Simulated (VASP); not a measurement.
# MgO (Periclase) (Fm-3m) in VASP: notebook

Aim: see how the results for MgO (Periclase) move with the level of theory and the settings. Levels: PBE, LDA. Tasks: G0W0 quasiparticle levels, evGW0 quasiparticle levels, elastic constants, phonons, dielectric tensor.

All numbers are computed with VASP 6.6.1; they aren't measurements. Logs are shortened: lines on timing, memory, paths and dates and some standing lists are left out, and cuts for length are marked.

**What was measured.**

From “Infrared Optical Properties of Ferropericlase (Mg1-xFexO): Experiment and Theory”, 2007, arxiv:0704.2267, for a bulk crystal of MgO at 295 K: high-frequency dielectric constant 2.95 ± 0.1.

The runs below are set against these values where they give the same quantity.

**1. Starting point**

Symmetry: Fm-3m, No. 225, cubic system. Conventional cell: a = 4.208 Å, b = 4.208 Å, c = 4.208 Å, α = 90.00°, β = 90.00°, γ = 90.00°. Mg (site symmetry m-3m) is surrounded by 6 O at 2.10 Å. O (site symmetry m-3m) is surrounded by 6 Mg at 2.10 Å.

**2. G0W0 quasiparticle levels, PBE**

Input file POSCAR:

```
MgO                                     
1.0
    0.0000000000      2.1039232589      2.1039232589
    2.1039232589      0.0000000000      2.1039232589
    2.1039232589      2.1039232589      0.0000000000
  Mg              O             
     1     1
Direct
     0.0000000000000000    0.0000000000000000    0.0000000000000000
     0.5000000000000000    0.5000000000000000    0.5000000000000000
```

Input file INCAR.step1:

```
ALGO = Normal ; EDIFF = 1E-8
ENCUT = 500 ; GGA = PE
ISMEAR = 0 ; KPAR = 4
LASPH = T ; LCHARG = F
LREAL = F ; LWAVE = T
NELM = 80 ; PREC = Accurate
SIGMA = 0.01
```

Input file INCAR.step2:

```
ALGO = Exact ; EDIFF = 1E-8
ENCUT = 500 ; GGA = PE
ISMEAR = 0 ; ISTART = 1
KPAR = 4 ; LASPH = T
LCHARG = F ; LOPTICS = T
LREAL = F ; LWAVE = T
NBANDS = 74 ; NELM = 1
PREC = Accurate ; SIGMA = 0.01
```

Input file INCAR.step3:

```
ALGO = EVGW0 ; EDIFF = 1E-8
ENCUT = 500 ; ENCUTGW = 150
GGA = PE ; ISMEAR = 0
ISTART = 1 ; KPAR = 4
LASPH = T ; LCHARG = F
LREAL = F ; LWAVE = F
NBANDS = 74 ; NBANDSGW = 12
NELMGW = 1 ; NOMEGA = 48
PREC = Accurate ; PRECFOCK = Fast
SIGMA = 0.01
```

Input file KPOINTS:

```
k-points
0
Gamma
  6 6 6
```

Potentials or basis: VASP PAW PBE potentials, release 64 (Mg_GW, O_GW).

The run is started by

```sh
$ cat potpaw_PBE.64/Mg_GW/POTCAR potpaw_PBE.64/O_GW/POTCAR > POTCAR
$ cp INCAR.step1 INCAR
$ mpirun -np 4 vasp_std > vasp.out
$ cp INCAR.step2 INCAR
$ mpirun -np 4 vasp_std > vasp.out
$ cp INCAR.step3 INCAR
$ mpirun -np 4 vasp_std > vasp.out
```

OUTCAR:

```text
EDIFF = 1E-8
   ENCUT = 500
   ENCUTGW = 150
   GGA = PE
   ISMEAR = 0
   ISTART = 1
   LASPH = T
   LREAL = F
   NELMGW = 1
   PREC = Accurate
   PRECFOCK = Fast

 ion  position               nearest neighbor table
   1  0.000  0.000  0.000-   2 2.10   2 2.10   2 2.10   2 2.10   2 2.10   2 2.10
   2  0.500  0.500  0.500-   1 2.10   1 2.10   1 2.10   1 2.10   1 2.10   1 2.10

  LATTYP: Found a face centered cubic cell.
 ALAT       =     4.2078465178

  Lattice vectors:

 A1 = (   0.0000000000,   2.1039232589,   2.1039232589)
 A2 = (   2.1039232589,   0.0000000000,   2.1039232589)
 A3 = (   2.1039232589,   2.1039232589,   0.0000000000)

Analysis of symmetry for initial positions (statically):
=====================================================================
 Subroutine PRICEL returns:
 Original cell was already a primitive cell.

 Routine SETGRP: Setting up the symmetry group for a
 face centered cubic supercell.

 Subroutine GETGRP returns: Found 48 space group operations
 (whereof 48 operations were pure point group operations)
 out of a pool of 48 trial point group operations.

The static configuration has the point symmetry O_h .

Analysis of symmetry for dynamics (positions and initial velocities):
=====================================================================
 Subroutine PRICEL returns:
 Original cell was already a primitive cell.

 Routine SETGRP: Setting up the symmetry group for a
 face centered cubic supercell.

 Subroutine GETGRP returns: Found 48 space group operations
 (whereof 48 operations were pure point group operations)
 out of a pool of 48 trial point group operations.

The dynamic configuration has the point symmetry O_h .

 Subroutine INISYM returns: Found 48 space group operations
 (whereof 48 operations are pure point group operations),
 and found     1 'primitive' translations

----------------------------------------------------------------------------------------

                                     Primitive cell

  volume of cell :      18.6260

  direct lattice vectors                    reciprocal lattice vectors
     0.000000000  2.103923259  2.103923259    -0.237651254  0.237651254  0.237651254
     2.103923259  0.000000000  2.103923259     0.237651254 -0.237651254  0.237651254
     2.103923259  2.103923259  0.000000000     0.237651254  0.237651254 -0.237651254

  length of vectors
     2.975396807  2.975396807  2.975396807     0.411624046  0.411624046  0.411624046

  position of ions in fractional coordinates (direct lattice)
     0.000000000  0.000000000  0.000000000
     0.500000000  0.500000000  0.500000000

  ion indices of the primitive-cell ions
   primitive index   ion index
                 1           1
                 2           2

----------------------------------------------------------------------------------------

 KPOINTS: k-points

Automatic generation of k-mesh.
 Grid dimensions read from file:
 generate k-points for:    6    6    6

 Generating k-lattice:

  Cartesian coordinates                     Fractional coordinates (reciprocal lattice)
    -0.039608542  0.039608542  0.039608542     0.166666667  0.000000000  0.000000000
     0.039608542 -0.039608542  0.039608542     0.000000000  0.166666667  0.000000000
     0.039608542  0.039608542 -0.039608542     0.000000000  0.000000000  0.166666667

  Length of vectors
     0.068604008  0.068604008  0.068604008

  Shift w.r.t. Gamma in fractional coordinates (k-lattice)
     0.000000000  0.000000000  0.000000000

 Subroutine IBZKPT returns following result:
 ===========================================

 Found     16 irreducible k-points:

 Following reciprocal coordinates:
            Coordinates               Weight
  0.000000  0.000000  0.000000      1.000000
  0.166667  0.000000  0.000000      8.000000
  0.333333  0.000000  0.000000      8.000000
  0.500000  0.000000  0.000000      4.000000
  0.166667  0.166667  0.000000      6.000000
  0.333333  0.166667  0.000000     24.000000
[... 8 lines left out ...]
 -0.333333  0.333333  0.166667     24.000000
 -0.333333  0.500000  0.166667     12.000000
   k-points           NKPTS =     16   k-points in BZ     NKDIM =    216   number of bands    NBANDS=     74
   number of dos      NEDOS =    301   number of ions     NIONS =      2
   total plane-waves  NPLWV =  13824
   dimension x,y,z NGX =    24 NGY =   24 NGZ =   24
   dimension x,y,z NGXF=    48 NGYF=   48 NGZF=   48
   ions per type =               1   1
   NGX,Y,Z   is equivalent  to a cutoff of  13.41, 13.41, 13.41 a.u.
   NGXF,Y,Z  is equivalent  to a cutoff of  26.82, 26.82, 26.82 a.u.
 SYSTEM =  unknown system
   PREC   = accura    normal or accurate (medium, high low for compatibility)
   ISTART =      1    job   : 0-new  1-cont  2-samecut
   ICHARG =      0    charge: 1-file 2-atom 10-const
   ISPIN  =      1    spin polarized calculation?
   LNONCOLLINEAR =      F non collinear calculations
   LSORBIT =      F    spin-orbit coupling
   LASPH  =      T    aspherical Exc in radial PAW
   ENCUT  =  500.0 eV  36.75 Ry    6.06 a.u.   5.42  5.42  5.42*2*pi/ulx,y,z
   NELM   =     60;   NELMIN=  2; NELMDL=  0     # of ELM steps
   EDIFF  = 0.1E-07   stopping-criterion for ELM
   LREAL  =      F    real-space projection
   EDIFFG = 0.1E-06   stopping-criterion for IOM
   NSW    =      0    number of steps for IOM
   IBRION =     -1    ionic relax: 0-MD 1-quasi-New 2-CG
   NFREE  =      0    steps in history (QN), initial steepest desc. (CG)
   ISIF   =      0    stress and relaxation
   ISYM   =      3    0-nonsym 1-usesym 2-fastsym
   POTIM  = 0.5000    time-step for ionic-motion
   TEBEG  =    0.0;   TEEND  =   0.0 temperature during run
   PSTRESS=    0.0 pullay stress
   NELECT =       8.0000    total number of electrons
   NUPDOWN=      -1.0000    fix difference up-down
   EMIN   =  10.00;   EMAX   =-10.00  energy-range for DOS
   EFERMI =   0.00;   METHOD = LEGACY
   ISMEAR =     0;   SIGMA  =   0.01  broadening in eV -4-tet -1-fermi 0-gaus
   EFERMI_NEDOS =   21; number of points for ismear=-14 and -15
   IALGO  =     38    algorithm
   IMIX   =      4    mixing-type and parameters
     AMIX     =   0.40;   BMIX     =  1.00
     AMIX_MAG =   1.60;   BMIX_MAG =  1.00
  volume/ion in A,a.u.               =       9.31        62.85
  Fermi-wavevector in a.u.,A,eV,Ry     =   1.235184  2.334159 20.758125  1.525679
  Thomas-Fermi vector in A             =   2.369844
   LORBIT       =      0    0 simple, 1 ext, 2 COOP (PROOUT), +10 PAW based schemes
   GGA     = PE    functional components
   LHFCALC =     T    Hartree Fock is set to
   PRECFOCK=fast      Normal, Fast or Accurate (Low or Medium for compatibility)
   ENCUT4O =  -1.0   cutoff for four orbital integrals eV
   NKREDX  =     1    reduce k-point grid by
   NKREDY  =     1    reduce k-point grid by
   NKREDZ  =     1    reduce k-point grid by
   AEXX    =    1.0000 exact exchange contribution
   HFSCREEN=    0.0000 screening length (either q_TF or 0.3 A-1)
   HFSCREENC=   0.0000 screening length for correlation (either q_TF or 0.3 A-1)
   ENCUTFOCK=  -1.0 apply spherical cutoff to Coloumb kernel
   IVDW    =     0    specifies the selected vdW correction
   LEPSILON=     F    determine dielectric tensor
   LRPA    =     F    only Hartree local field effects (RPA)
   LRPAFORCE           =     F    calculate RPA forces
   ENCUTGW             = 150.0    cutoff for response function in eV
   ENCUTGWSOFT         = 120.0    soft cutoff for Coulomb kernel in GW response function in eV
   ENCUTLF             =  -1.0    cutoff for local field effects
   NELMGW              =     1    number of iterations in solving QP/BSE equation
   NELMHF              =     1    number of iterations in the inner HF iteration
   NKREDLFX            =     1    NKREDLFY  =   1   NKREDLFZ  =   1
 non-spin polarized calculation
 Gauss-broadening in eV      SIGMA  =   0.01
  energy-cutoff  :      500.00
  volume of cell :       18.63
 maximum number of plane-waves:       489
 NGX is ok and might be reduce to    24
  NGX = 14; NGY = 14; NGZ = 14
   NGX = 11   NGY = 11   NGZ = 11
 maximum number of plane-waves:        82
 NGX is ok and might be reduce to    14

 QP shifts <psi_nk| G(iteration)W_0 |psi_nk>: iteration 1
 for sc-GW calculations column KS-energies equals QP-energies in previous step
 and V_xc(KS)=  KS-energies - (<T + V_ion + V_H > + <T+V_H+V_ion>^1  + <V_x>^1)

 k-point   1 :       0.0000    0.0000    0.0000
  band No.  KS-energies  QP-energies   sigma(KS)   V_xc(KS)     V^pw_x(r,r')   Z            occupation Imag(sigma)

      1     -14.0789     -16.2516     -21.2488     -18.1218     -29.9064       0.6948       2.0000       1.1697
      2       3.2051       1.9102     -21.3806     -19.7323     -25.2403       0.7856       2.0000       0.1013
      3       3.2051       1.9102     -21.3806     -19.7323     -25.2403       0.7856       2.0000       0.1013
      4       3.2051       1.9102     -21.3806     -19.7323     -25.2403       0.7856       2.0000       0.1013
      5       7.9602       9.2143     -10.7034     -12.1973      -7.4436       0.8394       0.0000      -0.0551
      6      19.0291      20.2851      -7.5435      -9.0561      -3.0875       0.8304       0.0000      -0.1197
      7      19.0291      20.2851      -7.5435      -9.0561      -3.0875       0.8304       0.0000      -0.1197
      8      19.0291      20.2851      -7.5435      -9.0561      -3.0875       0.8304       0.0000      -0.1197
      9      22.9542      23.4210      -7.3237      -7.9275      -1.6807       0.7732       0.0000      -0.4792
     10      24.7324      26.2848      -7.9849      -9.8690      -3.2572       0.8239       0.0000      -0.1938
     11      24.7324      26.2848      -7.9849      -9.8690      -3.2572       0.8239       0.0000      -0.1938
     12      27.3057      28.8373      -7.5623      -9.4890      -1.8738       0.7949       0.0000      -0.4977

 k-point   2 :       0.1667    0.0000    0.0000
  band No.  KS-energies  QP-energies   sigma(KS)   V_xc(KS)     V^pw_x(r,r')   Z            occupation Imag(sigma)
[... 225 lines left out ...]
      1     -12.4883     -14.6860     -22.8667     -19.8493     -31.3785       0.7283       2.0000       1.0709
      2      -0.3650      -2.1966     -18.0188     -15.6322     -22.1090       0.7674       2.0000       0.1321
      3       0.9568      -0.7175     -19.0723     -16.9152     -23.0399       0.7762       2.0000       0.1159
      4       1.5311      -0.0399     -19.6998     -17.6803     -23.6631       0.7779       2.0000       0.1116
      5      13.7736      15.0859      -9.3881     -10.9687      -5.3887       0.8302       0.0000      -0.0851
      6      14.6474      16.2509      -8.8042     -10.7262      -4.7664       0.8343       0.0000      -0.0832
      7      15.7097      17.4718     -11.9753     -14.2045      -7.5599       0.7905       0.0000      -0.1134
      8      19.7014      21.2805      -9.1161     -11.0870      -4.1637       0.8012       0.0000      -0.1938
      9      23.3747      24.9172      -9.3552     -11.3287      -3.8207       0.7816       0.0000      -0.3471
     10      27.8607      29.1290      -7.9142      -9.4781      -2.3548       0.8110       0.0000      -0.6000
     11      29.4232      31.3617      -8.8303     -11.1191      -3.5694       0.8470       0.0000      -0.6430
     12      31.5988      33.5856      -9.4843     -11.8267      -3.7395       0.8482       0.0000      -0.8492
```

It took 26 s on 4 MPI ranks of Intel Xeon 6975P-C (Granite Rapids), shared host; peak memory 0.31 GiB.

Results:

```
Band gap on the k mesh, mean-field level : 4.76 eV, direct
Quasiparticle gap                        : 7.30 eV
Least direct quasiparticle gap           : 7.30 eV
```

Caveat: the k mesh is coarse (spacing up to 0.43 Å⁻¹), so the values aren't converged; bands, screening cutoff and mesh are small and nothing is extrapolated, so the quasiparticle values aren't converged.

[end of part 1 of 3]
